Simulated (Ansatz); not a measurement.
# Ti2CO2 MXene monolayer in a perpendicular field

Aim: how the Ti2CO2 MXene monolayer screens a field along its normal, and what the field does to its bands. A positive field points along +c.

Calculated with Ansatz 0.2.0; plane-wave DFT, PBE-D3(BJ), Ansatz PAW (set soft_1); PAW set soft_1.

### Step 1. Starting point

The cell holds 5 atoms: 2 O, 2 Ti and 1 C. Cell: a = 3.100 Å, b = 3.100 Å, c = 40.243 Å, α = 90.0°, β = 90.0°, γ = 120.0°. Vacuum lies along c.

### Step 2. Relaxing the slab

The starting cell is a guess, so the in-plane lattice and the atoms are relaxed first, with the slab cut off from its images along the normal.

input.yaml reads:

```yaml
crystal:
  lattice:
    - [3.10024, 0.0, 0.0]
    - [-1.55012, 2.6848865978, 0.0]
    - [0.0, 0.0, 40.2430602246]
  atoms:
    - { symbol: O, position: [0.3333333333, 0.6666666667, 0.4423122869] }
    - { symbol: Ti, position: [0.6666666667, 0.3333333333, 0.4696029054], spin: 1.0 }
    - { symbol: C, position: [0.0, 0.0, 0.5] }
    - { symbol: Ti, position: [0.3333333333, 0.6666666667, 0.5303970946], spin: 1.0 }
    - { symbol: O, position: [0.6666666667, 0.3333333333, 0.5576877131] }
  periodic: [true, true, false]
magnetization:
  spin_polarized: true
kpoints:
  mp_grid: { grid: [12, 12, 1] }
hamiltonian:
  xc: pbe
  dispersion: d3bj
  pseudopotentials: { kind: paw, azcp: { folder: soft_1 } }
scf:
  occupations: { method: fermi_dirac, width: 0.05 }
  convergence: { dr2_threshold: 1.0e-09 }
relax:
  f_tol: 0.004
  max_steps: 90
  cell: {}
output:
  write_potential: true
  write_density: true
  volumetric_format: npy
```

Started as:

```bash
$ ansatz run input.yaml --threads 2 --pin off --max-ram 3072MiB --backend cpu --events-out ev --progress --plain --runs-dir out
```

Numbers of over 12 decimals in the logs are rounded to 6 here.

Output:

```text
Warning: relax.cell: scf.convergence.dr2_threshold = 1e-9 eV is looser than the 2.3318805884e-10 eV advised for a relaxation that steers and ends on the stress (1e-10 eV for each atom of the cell: 5, times the square of relax.cell.stress_2d_tol = 0.05 N/m over 14.6 Å (the atoms' height at the walk's start and 5 Å past either face), 3.415e-2 GPa, over a crystal's default 0.05). What an SCF threshold leaves in a stress goes as its square root, and in the free energy as the threshold itself, and one threshold admits the most on a small cell: [figures from the program's tests cut] Set scf.convergence.dr2_threshold to 2.3318805884e-10 eV or tighter. [rest of the remark cut]
Engine: ansatz 0.2.0, x86_64-unknown-linux-gnu
Pseudopotentials: kind: paw
Pseudopotential: O, paw, valence charge 6, recommended cutoff 420 eV (normal), soft_1/O.paw.azcp
Pseudopotential: Ti, paw, valence charge 12, recommended cutoff 420 eV (normal), soft_1/Ti.paw.azcp
Pseudopotential: C, paw, valence charge 4, recommended cutoff 420 eV (normal), soft_1/C.paw.azcp
Functional definition: PBE
  parameter kappa = 0.804
  parameter beta = 0.066725
  exchange = pbe_x(kappa = kappa, mu = beta*pi^2/3)
  correlation = pbe_c(beta = beta)
Crystal: 5 atoms, lattice volume = 334.975 Å³
Basis set: ecut = 420 eV, 6531 PW (Γ), exchange–correlation on 48×48×540 points (8 copies of the dense FFT grid, shifted against one another)
Bands: 26, of which v1, the nominal top of the filled ones, is band 20 counted from 1 (19 counted from 0)
Symmetry: 12 space group operations
Space group: P-3m1 (ITA 164), of the structure as read, at distance tolerance 6.9e-5 Å
Magnetic group: BNS 164.85 (UNI 1315), of the structure as read, at distance tolerance 6.9e-5 Å
k-points: 19 of 144
Non-local potential: O, projectors of the file, l = 0: 2, l = 1: 2, l = 2: 1
Non-local potential: Ti, projectors of the file, l = 0: 3, l = 1: 2, l = 2: 3, l = 3: 1
Non-local potential: C, projectors of the file, l = 0: 2, l = 1: 2, l = 2: 1
PAW form: soft (Blöchl's): semilocal exchange-correlation on the pseudo side does not see the compensation charge
PAW one-centre angular grid: O, 110 points (default); XC on 64 Gauss nodes
PAW one-centre angular grid: Ti, 590 points (default); XC on 64 Gauss nodes
PAW one-centre angular grid: C, 110 points (default); XC on 64 Gauss nodes
Initial density: superposition of atomic densities (neutral atoms: chi_scale 0, normalization atom)
Starting moments: Σ|m| = 2 μB on 2 of 5 sites
Initial wavefunctions: pseudopotential atomic-orbital guess
Functional: x = pbe(κ = 0.804, μ = 0.219515), c = pbe(β = 0.066725)
SCF iter   1: F=—  HF=-6396.780578 eV  |F-HF|=—  |Δ(HF+E_count)|=         —  Δρ=5.06e-2 (↑5.06e-2 ↓3.72e-2)  dr2=2.84e1  dr2_m=8.17e-1  M=0.000 μB ∫|m|=0.478 μB  β_m=0.30  ethr=3.10e-3  ⟨swp⟩=11.8  Hψ=6896  notcnv=0
Mixer restart at iter 1: flushing history
preconditioner: auto → Resta (q_TF=auto, 1.915 Å⁻¹)  ε∞=2.0  [insulator: Δε(μ)=1.477 eV  Ē_g=9.974 eV  σ=0.050 eV  W_gap=1.00  n_scr=24 (ndim 8)  ℏωp=9.9 eV  f_vac=0.799  D(μ)=0.00/eV (n_scr^D=0)  ε∞_Penn≈2.0  vacuum switching on, ρ_ref=7.2e-3 e/Å³]
spin=Collinear: Resta preconditioning applied to the charge; magnetization (m = ρ↑ − ρ↓) channel mixes plain (no charge-response kernel on spin).
SCF iter   2: F=—  HF=-6389.988808 eV  |F-HF|=—  |Δ(HF+E_count)|=    6.79e0  Δρ=1.54e-2 (↑1.54e-2 ↓1.38e-2)  dr2=1.34e0  dr2_m=3.44e-1  M=0.000 μB ∫|m|=0.620 μB  β_m=0.31  ethr=3.10e-3  ⟨swp⟩=5.4  Hψ=3281  notcnv=0  defer=43
SCF iter   3: F=—  HF=-6390.226070 eV  |F-HF|=—  |Δ(HF+E_count)|=   2.37e-1  Δρ=9.95e-3 (↑9.95e-3 ↓9.74e-3)  dr2=3.60e-1  dr2_m=1.76e-1  M=0.002 μB ∫|m|=0.501 μB  β_m=0.41  ethr=3.10e-3  ⟨swp⟩=2.8  Hψ=1827  notcnv=0  defer=41
SCF iter   4: F=—  HF=-6390.500758 eV  |F-HF|=—  |Δ(HF+E_count)|=   2.75e-1  Δρ=6.84e-3 (↑5.74e-3 ↓6.84e-3)  dr2=2.48e-1  dr2_m=6.14e-2  M=0.001 μB ∫|m|=0.407 μB  β_m=0.53  ethr=9.00e-4  ⟨swp⟩=3.3  Hψ=1922  notcnv=0  defer=38
SCF iter   5: F=—  HF=-6390.739710 eV  |F-HF|=—  |Δ(HF+E_count)|=         —  Δρ=1.89e-3 (↑1.89e-3 ↓1.51e-3)  dr2=2.36e-3  dr2_m=8.01e-3  M=-0.001 μB ∫|m|=0.152 μB  β_m=0.53  ethr=6.19e-4  ⟨swp⟩=3.3  Hψ=1925  notcnv=0  defer=39
SCF iter   6: F=—  HF=-6390.743520 eV  |F-HF|=—  |Δ(HF+E_count)|=   3.81e-3  Δρ=1.29e-3 (↑1.29e-3 ↓1.01e-3)  dr2=9.19e-4  dr2_m=3.58e-3  M=-0.001 μB ∫|m|=0.102 μB  β_m=0.76  ethr=5.91e-6  ⟨swp⟩=3.8  Hψ=2652  notcnv=0  defer=34
SCF iter   7: F=—  HF=-6390.745582 eV  |F-HF|=—  |Δ(HF+E_count)|=   2.06e-3  Δρ=3.72e-4 (↑2.96e-4 ↓3.72e-4)  dr2=5.86e-4  dr2_m=3.79e-5  M=-0.000 μB ∫|m|=0.010 μB  β_m=0.68  ethr=2.30e-6  ⟨swp⟩=3.5  Hψ=2459  notcnv=0  defer=32
SCF iter   8: F=—  HF=-6390.745349 eV  |F-HF|=—  |Δ(HF+E_count)|=   2.32e-4  Δρ=1.17e-4 (↑1.13e-4 ↓1.17e-4)  dr2=5.55e-5  dr2_m=1.24e-5  M=-0.000 μB ∫|m|=0.006 μB  β_m=0.84  ethr=1.47e-6  ⟨swp⟩=3.2  Hψ=2236  notcnv=0  defer=32
SCF iter   9: F=—  HF=-6390.745387 eV  |F-HF|=—  |Δ(HF+E_count)|=   3.82e-5  Δρ=4.23e-5 (↑4.23e-5 ↓4.22e-5)  dr2=8.90e-6  dr2_m=2.14e-6  M=-0.000 μB ∫|m|=0.003 μB  β_m=0.84  ethr=1.39e-7  ⟨swp⟩=3.6  Hψ=2082  notcnv=0  defer=32
SCF iter  10: F=—  HF=-6390.745386 eV  |F-HF|=—  |Δ(HF+E_count)|=   1.28e-6  Δρ=1.30e-5 (↑1.30e-5 ↓1.15e-5)  dr2=7.64e-7  dr2_m=3.87e-8  M=-0.000 μB ∫|m|=0.000 μB  β_m=0.92  ethr=2.23e-8  ⟨swp⟩=2.9  Hψ=2026  notcnv=0  defer=32
SCF iter  11: F=—  HF=-6390.745386 eV  |F-HF|=—  |Δ(HF+E_count)|=   3.53e-8  Δρ=4.43e-6 (↑4.43e-6 ↓4.20e-6)  dr2=9.05e-8  dr2_m=7.06e-10  M=0.000 μB ∫|m|=0.000 μB  β_m=0.87  ethr=1.91e-9  ⟨swp⟩=4.1  Hψ=2474  notcnv=0  defer=32
SCF iter  12: F=—  HF=-6390.745386 eV  |F-HF|=—  |Δ(HF+E_count)|=   2.04e-8  Δρ=7.48e-7 (↑7.48e-7 ↓6.28e-7)  dr2=1.61e-8  dr2_m=5.80e-11  M=-0.000 μB ∫|m|=0.000 μB  β_m=0.75  ethr=2.26e-10  ⟨swp⟩=3.0  Hψ=2002  notcnv=0  defer=32
SCF iter  13: F=—  HF=-6390.745386 eV  |F-HF|=—  |Δ(HF+E_count)|=   2.65e-9  Δρ=1.39e-7 (↑1.39e-7 ↓8.77e-8)  dr2=1.51e-10  dr2_m=1.03e-11  M=0.000 μB ∫|m|=0.000 μB  β_m=0.85  ethr=4.03e-11  ⟨swp⟩=3.4  Hψ=2066  notcnv=0  defer=32
SCF iter  14: F=-6390.745386 eV  HF=-6390.745386 eV  |F-HF|=8.73e-11  |Δ(HF+E_count)|=  7.28e-11  Δρ=7.02e-8 (↑7.02e-8 ↓5.73e-8)  dr2=5.38e-11  dr2_m=4.63e-13  M=0.000 μB ∫|m|=0.000 μB  ethr=1.00e-12  ⟨swp⟩=7.4  Hψ=6860  notcnv=0
[...]
relax step   6: F+E_penalty+E_count = -6391.59867042 eV  Δ(F+E_penalty+E_count) = -7.379e-5 eV  max|allowed force component| = 3.506e-4 eV/Å  Δτ_max = 0.0011 Å  P = -0.007 N/m  Ω = 316.006 Å³  energy of the carried Pulay correction = +7.590e-3 eV  fix = [c, alpha, beta]  reactions: c -0.000 N/m  (8 SCF iters, accepted)
[...]
relax step   7: F+E_penalty+E_count = -6391.59365219 eV  Δ(F+E_penalty+E_count) = +5.018e-3 eV  max|allowed force component| = 1.593e-3 eV/Å  Δτ_max = 0.0000 Å  P = -0.153 N/m  Ω = 316.006 Å³  fix = [c, alpha, beta]  reactions: c -0.000 N/m  stress off target by 1.53e-1 N/m on what of the cell is left free  SCF on the basis re-selected at this cell (its energy is not comparable with the rows above)  (8 SCF iters)
[...]
relax step   8: F+E_penalty+E_count = -6391.59378661 eV  Δ(F+E_penalty+E_count) = -1.344e-4 eV  max|allowed force component| = 6.644e-4 eV/Å  Δτ_max = 0.0008 Å  P = +0.012 N/m  Ω = 315.721 Å³  energy of the carried Pulay correction = +1.045e-4 eV  fix = [c, alpha, beta]  reactions: c +0.000 N/m  (10 SCF iters, accepted)
iter 1 solved again at ethr=6.44e-8 eV; its pass at ethr=3.10e-3 eV (dr2=2.58e-5 eV) is discarded
SCF iter   1: F=—  HF=-6391.593690 eV  |F-HF|=—  |Δ(HF+E_count)|=         —  Δρ=7.75e-7 (↑7.75e-7 ↓7.74e-7)  dr2=2.51e-9  dr2_m=1.77e-13  M=-0.000 μB ∫|m|=0.000 μB  β_m=0.65  ethr=6.44e-8  ⟨swp⟩=6.5  Hψ=11416  notcnv=0
eigensolver tolerance schedule: the retry pair's looser diagonalisation over-reported the residual by 10253.73 of it (diagonalisation noise at 0.27 of the residual, at the tolerance the schedule requests for it); recorded, not acted on — ethr = c·dr2/N_el stays at c = 1.0e-1
preconditioner: auto → Resta (q_TF=auto, 1.934 Å⁻¹)  ε∞=2.3  [insulator: Δε(μ)=0.305 eV  Ē_g=8.870 eV  σ=0.050 eV  W_gap=0.89  n_scr=24 (ndim 8)  ℏωp=10.2 eV  f_vac=0.815  D(μ)=0.08/eV (n_scr^D=2)  ε∞_Penn≈2.3  vacuum switching on, ρ_ref=5.7e-3 e/Å³]
spin=Collinear: Resta preconditioning applied to the charge; magnetization (m = ρ↑ − ρ↓) channel mixes plain (no charge-response kernel on spin).
SCF iter   2: F=—  HF=-6391.593720 eV  |F-HF|=—  |Δ(HF+E_count)|=   2.97e-5  Δρ=3.53e-7 (↑3.50e-7 ↓3.53e-7)  dr2=1.10e-9  dr2_m=4.09e-14  M=-0.000 μB ∫|m|=0.000 μB  β_m=0.44  ethr=6.28e-12  ⟨swp⟩=5.8  Hψ=3850  notcnv=0
SCF iter   3: F=—  HF=-6391.593720 eV  |F-HF|=—  |Δ(HF+E_count)|=  9.05e-10  Δρ=2.13e-7 (↑2.12e-7 ↓2.13e-7)  dr2=1.80e-10  dr2_m=2.60e-14  M=-0.000 μB ∫|m|=0.000 μB  β_m=0.61  ethr=2.75e-12  ⟨swp⟩=3.1  Hψ=1691  notcnv=0
SCF iter   4: F=-6391.593720 eV  HF=-6391.593720 eV  |F-HF|=4.44e-10  |Δ(HF+E_count)|=  7.35e-10  Δρ=1.74e-7 (↑1.71e-7 ↓1.74e-7)  dr2=4.80e-10  dr2_m=7.71e-15  M=-0.000 μB ∫|m|=0.000 μB  ethr=1.00e-12  ⟨swp⟩=11.3  Hψ=7307  notcnv=0
the starting moments were not kept: the SCF closed with an absolute magnetisation of 1.4e-7 μB, where they sum to 2 μB in size (2 sites). That is at most 0.1 of that sum. Measured as dr2_m measures the in/out step, that magnetisation stands 3.5e-15 eV from none, at or under the dr2_threshold of 1.0e-9 eV: it is no larger than a step whose dr2_m would equal this threshold.
SCF 9 converged in 4 iterations: F = -6391.593720 eV  dr2 = 4.80e-10
relax step   9: F+E_penalty+E_count = -6391.59371977 eV  Δ(F+E_penalty+E_count) = +6.684e-5 eV  max|allowed force component| = 6.542e-4 eV/Å  Δτ_max = 0.0000 Å  P = +0.011 N/m  Ω = 315.721 Å³  fix = [c, alpha, beta]  reactions: c +0.000 N/m  stress off target by 1.08e-2 N/m on what of the cell is left free  SCF on the basis re-selected at this cell (its energy is not comparable with the rows above)  (4 SCF iters)
basis re-selected at this cell: Δ(F+E_penalty+E_count) = +6.684e-5 eV, ΔP = -0.002 N/m vs the last step (what re-selecting the basis moved, of the pressure what is left beyond the Pulay correction that the steps carried, after the strain that the cell walked since its last selection, with what the two solves' SCF thresholds leave and, on support functions, any second-order correction that the steps lacked; it is no m [...]
WARN: The input density's exchange-correlation potential varies sharply where the density is thin. Do not read a vacuum level from v_tot or v_xc, or from such a field of the output density. On a cell that repeats whose density bears no net charge and no dipole along the vacuum's axis use v_es (v_loc + v_h of the components); under efield.dipole_correction with no amplitude use v_es + v_field, which holds any external [...]
SCF converged after 4 iterations
Magnetization: -0.0000 μB (20.0000 up, 20.0000 down)
Absolute magnetization: 0.0000 μB (∫|ρ↑−ρ↓|, with the PAW one-centre terms)
Spin contamination: 0.0000 ħ² per cell (⟨S²⟩ above its minimum at these occupations)
Per-site moments (μB) at R_I (Å): [(-1.5011688321644783e-8, 0.809944), (2.0784792738178477e-8, 0.809944), (-3.999549968682794e-8, 0.895693), (2.0784792711559183e-8, 0.809944), (-1.501168836056032e-8, 0.809944)]
Free energy (F): -6391.593720 eV
Harris-Foulkes:  -6391.593720 eV  (|F-HF|=4.44e-10)
Internal energy: -6391.592741 eV  (E = F + TS)
E sigma→0 (E₀):  -6391.593230 eV
Entropy (-TS):   -0.000979 eV (-0.196 meV/atom)
Fermi energy:    -5.713140 eV
--- Per-component energies (eV) ---
  E_band       = -1036.487385
  E_kinetic    = 982.894181
  E_local      = -153251.780692  (includes V_loc(G=0)·N_el)
  E_nonlocal   = 244.563732
  E_hartree    = 75979.105729
  E_xc         = -424.964283
  E_vxc        = -534.894685  (∫ρ·V_xc dr)
  E_paw        = -2505.624342  (= ΣΔE_a)
  E_vpaw       = -435.480357  (= ΣTr[D̂ρ^β])
  E_aug_tail   = 0.001440  (compensation charges beyond the density's cutoff)
  E_ewald      = 72585.383748
  E_disp       = -1.172253  (pairwise vdW)
  E_smearing   = -0.000979  (= −TS)
  E_closure    = 0.000000  (closes the sum)
  Σ components = -6391.593720   (vs F -6391.593720, Δ=0.00e0)
--- Forces (eV/Å), atoms counted from 1 ---
  atom   1  O     -0.00000000     0.00000000     0.00022892
  atom   2  Ti     0.00000000     0.00000000     0.00065418
  atom   3  C      0.00000000     0.00000000     0.00000000
  atom   4  Ti    -0.00000000    -0.00000000    -0.00065418
  atom   5  O      0.00000000    -0.00000000    -0.00022892
  max |Σ_I F_I| component: 9.25e-18 eV/Å
--- 2D stress c σ (N/m, compression-positive) ---
        0.010800      -0.000000       0.000000
       -0.000000       0.010800      -0.000000
        0.000000      -0.000000       0.000000
  P = ½ c Tr σ = 0.0108 N/m
--- Band table (eV; the first three rows and the last of 38) ---
  k-point 0 ↑: bands = [... 16 lower, -10.3523, -6.9772, -5.8351, -5.8351, -5.1720, -5.1720, -4.3456, -4.3456, ... 2 higher]
  k-point 1 ↑: bands = [... 16 lower, -10.1670, -6.8604, -6.5883, -6.3064, -4.9832, -4.7169, -4.4322, -4.3030, ... 2 higher]
  k-point 2 ↑: bands = [... 16 lower, -9.8534, -7.7623, -6.8770, -6.8428, -5.1367, -4.4733, -4.1674, -3.8714, ... 2 higher]
  k-point 18 ↓: bands = [... 16 lower, -9.9240, -9.0112, -8.7056, -8.7056, -4.6455, -4.2152, -4.2152, -3.3954, ... 2 higher]
  the weakly bound empty levels are not read free of the cell's end (no_gap_told)
--- Relaxed structure (7 steps of the walk, 7 accepted, 2 SCFs on fresh bases) ---
  F+E_penalty+E_count = -6391.59371977 eV   max|allowed force component| = 6.542e-4 eV/Å   (the final SCF, on the basis selected at the relaxed cell)
  cell:  # Å, volume = 315.7209 Å³
    - [3.009822, 0.0, 0]
    - [-1.504911, 2.606583, 0]
    - [0, 0, 40.2430602246]
  atoms:
    - { symbol: O, position: [0.333333, 0.666667, 0.444931] }
    - { symbol: Ti, position: [0.666667, 0.333333, 0.467647] }
    - { symbol: C, position: [0, 0, 0.5] }
    - { symbol: Ti, position: [0.333333, 0.666667, 0.532353] }
    - { symbol: O, position: [0.666667, 0.333333, 0.555069] }
```

Wall time 66 s (2 threads of Intel Xeon 6975P-C (Granite Rapids), shared host); peak memory 0.86 GiB.

Step by step:

```
step  energy less that of the first step (eV)  largest force component (eV/Å)  volume (Å³)
   1                                   0.0000                          3.5621       334.97
   2                                  -0.7903                          0.8175       317.96
   3                                  -0.8253                          0.5486       319.47
   4                                  -0.8531                          0.0641       316.04
   5                                  -0.8532                          0.0359       316.08
   6                                  -0.8533                          0.0004       316.01
  7*                                  -0.8483                          0.0016       316.01
   8                                  -0.8484                          0.0007       315.72
  9*                                  -0.8483                          0.0007       315.72
```

Relaxation steps marked * repeat the geometry before them on a plane-wave basis chosen anew for their cell, so energy and pressure can jump there.

Forces are held to the 12 operations that the run works with; a distortion that breaks them can't arise in this run.

```
cell as run  before  after  change
      a (Å)   3.100  3.010  -2.9 %
      b (Å)   3.100  3.010  -2.9 %
```

The atoms that moved most (Å, along periodic axes as changes of fractional coordinates times the final cell, across vacuum about the mean position):

```
atom     dx     dy      dz  length
  O5  0.000  0.000  -0.105   0.105
  O1  0.000  0.000   0.105   0.105
 Ti4  0.000  0.000   0.079   0.079
 Ti2  0.000  0.000  -0.079   0.079
```

Final coordinates:

```cif
data_structure
_symmetry_space_group_name_H-M 'P 1'
_symmetry_Int_Tables_number 1
_cell_length_a 3.0098
_cell_length_b 3.0098
_cell_length_c 40.2431
_cell_angle_alpha 90.000
_cell_angle_beta 90.000
_cell_angle_gamma 120.000
_cell_volume 315.72
loop_
_atom_site_label
_atom_site_type_symbol
_atom_site_fract_x
_atom_site_fract_y
_atom_site_fract_z
_atom_site_occupancy
O1 O 0.33333 0.66667 0.44493 1
Ti2 Ti 0.66667 0.33333 0.46765 1
C3 C 0.00000 0.00000 0.50000 1
Ti4 Ti 0.33333 0.66667 0.53235 1
O5 O 0.66667 0.33333 0.55507 1
```

This step gave:

```yaml
energy_at_zero_smearing: -6391.5932 eV
```

The lattice constant a goes from 3.100 to 3.010 Å.

(Continued in part 2 of 2.)

[Logs are printed without paths, hosts, clocks, repeated set-up lines and the standing remarks that a program may print on its own settings, such as how far it seeks lower states.]

[Hosts, paths, dates, database ids (printed as entryN), source tags and the programs' standing remarks are cut or masked in the printed files.]

[Maps of the electrostatic potential energy from Ansatz leave out the sawtooth potential of an applied field or a dipole correction, so their vacuum need not be flat; planar profiles and work functions include it.]
